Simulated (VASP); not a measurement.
A calculation with VASP 6.6.1 of Pr (native input, structure from a POSCAR):

Contents of INCAR:

```
  PREC = Accurate
  ENCUT = 520
  EDIFF = 1E-7
  ISMEAR = 0
  SIGMA = 0.1
  LREAL = False
  LASPH = True
  NELM = 150
  ALGO = Normal
  ISIF = 2
  LWAVE = False
  LCHARG = True
  ISPIN = 2
  MAGMOM = 2
  LORBIT = 11
  LMAXMIX = 6
  GGA = PE
  LELF = True
  LVHAR = True
  NBANDS = 16
```

File KPOINTS:

```
regular mesh
0
Gamma
  9 9 9
```

File POSCAR:

```
Pr
1.0
   -2.1944725387      2.1944725387      1.8859478524
    2.1944725387     -2.1944725387      1.8859478524
    2.1944725387      2.1944725387     -1.8859478524
Pr
1
Direct
    0.0000000000      0.0000000000      0.0000000000
```

Potentials or basis: VASP PAW PBE potentials, release 64 (Pr).

Run with:

```console
$ cat potpaw_PBE.64/Pr/POTCAR > POTCAR
$ mpirun -np 1 vasp_std > vasp.out
```

This isn't the form of Pr at room conditions, which is double hcp.

Problem. Write the same calculation in another form: ASE script, structure typed inline.

Solution. As run:

The input run.py:

```python
from ase import Atoms
from ase.calculators.vasp import Vasp
from ase.dft.bandgap import bandgap

atoms = Atoms(
    ['Pr'],
    cell=[[-2.1944725387, 2.1944725387, 1.8859478524], [2.1944725387, -2.1944725387, 1.8859478524], [2.1944725387, 2.1944725387, -1.8859478524]],
    scaled_positions=[[0.0, 0.0, 0.0]],
    pbc=True,
)
atoms.set_initial_magnetic_moments([2.0])
calc = Vasp(
    directory='calc',
    xc='pbe',
    pp='PBE',
    setups={'base': 'minimal'},
    prec='Accurate',
    encut=520,
    ediff=1e-06,
    ismear=0,
    sigma=0.1,
    lreal=False,
    lasph=True,
    nelm=100,
    algo='Normal',
    isif=2,
    lwave=False,
    lcharg=False,
    ispin=2,
    lorbit=11,
    lmaxmix=6,
    kpts=[9, 9, 9],
    gamma=True,
)
atoms.calc = calc

print('energy (eV):', atoms.get_potential_energy())
print('free energy (eV):', atoms.get_potential_energy(force_consistent=True))
print('forces (eV/A):')
print(atoms.get_forces())
print('stress (eV/A^3, Voigt):', atoms.get_stress())
print('Fermi level (eV):', calc.get_fermi_level())
print('moment (muB):', atoms.get_magnetic_moment())
print('site moments (muB):', atoms.get_magnetic_moments())
gap, top, bottom = bandgap(calc)
print('band gap (eV):', gap, 'from (spin, k, band)', top, 'to', bottom)
```

Potentials or basis: VASP PAW PBE potentials, release 64 (Pr).

The run is started by

```sh
$ python run.py
```

Both were run:

|  | native input, structure from a POSCAR | ASE script, structure typed inline |
| --- | --- | --- |
| Pressure | -1.2 GPa | -1.5 GPa |
| Band gap on the k mesh | none (metal or under the smearing width) | none (metal or under the smearing width) |
| Net moment | 2.88 μB per cell | 2.88 μB per cell |
| Site moments | Pr +2.29 μB | Pr +2.29 μB |
| Valence electrons inside the program's atomic spheres | Pr 10.02 | Pr 10.02 |

Keys that steer only the numerical path or the files written may differ.

Caveat: the magnetic or orbital state may not be the lowest; spin-orbit coupling is left out, which moves the levels of the heavy elements.
